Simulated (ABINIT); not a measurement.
Crystal: Nb.

```
CELL_PARAMETERS angstrom
-1.66395 1.66395 1.66395
1.66395 -1.66395 1.66395
1.66395 1.66395 -1.66395
ATOMIC_POSITIONS crystal
Nb 0.00000 0.00000 0.00000
```

Base run:

- Program: ABINIT 10.8.3 (patched build)
- Functional: AM05
- Potentials or basis: JTH PAW PBE v2.0
- Cutoff: 435 eV
- k mesh: 11 × 11 × 11
- Occupations: fermi-dirac, width 0.05 eV
- Spin: spin-orbit coupling, no magnetisation

Its results: band gap on the k mesh none (metal or under the smearing width); pressure -8.6 GPa.

**Question.** The run is repeated on the same cell with these changes: functional from AM05 to SOGGA. What comes out?

**Answer.** Band gap on the k mesh none (metal or under the smearing width); pressure -9.3 GPa.

Caveats: the PAW data sets were made with another functional, which shifts forces and pressure a little.

Not every run made on this cell is shown here.
